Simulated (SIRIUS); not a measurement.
Runs of SIRIUS 7.10.0 on Au. The typed cell holds 1 atom: a = 2.930 Å, b = 2.886 Å, c = 2.882 Å, α = 57.93°, β = 64.48°, γ = 57.26°. This isn't the form of Au at room conditions, which is fcc.

```tsv
level	U	form of the Hubbard term	hubbard projectors	start of the occupations	gap on the mesh (eV)	pressure (GPa)
PBE	-	-	-	-	none	10.6
PBE+U	Au d U = 2 eV	simplified (Dudarev)	orthogonalised atomic orbitals	the program's own	none	(a)
PBE+U	Au d U = 4 eV	simplified (Dudarev)	orthogonalised atomic orbitals	the program's own	none	(b)
PBE+U	Au d U = 6 eV	simplified (Dudarev)	orthogonalised atomic orbitals	the program's own	none	15.1
PBE+U	Au d U = 8 eV	simplified (Dudarev)	orthogonalised atomic orbitals	the program's own	none	16.5
```

Alike in all rows: task single point; potentials or basis PseudoDojo 0.4.1 PBE standard (scalar relativistic); no spin polarisation; cell as given; k mesh 6 × 6 × 6; cutoff (eV) 1054; smearing fermi-dirac 0.05 eV; the mesh is coarse, so values aren't converged.

Q: Estimate the missing entries.

A: (a) 11.9; (b) 13.4.

Caveats: all runs use coarse meshes; U without spin polarisation on a metal has little footing (some runs); the U is typed as a test and isn't derived for this compound (some runs).

A k mesh can miss the band edges, and the runs leave out spin-orbit coupling on Au.

A gap of «none» marks a metal or a gap under the smearing width.
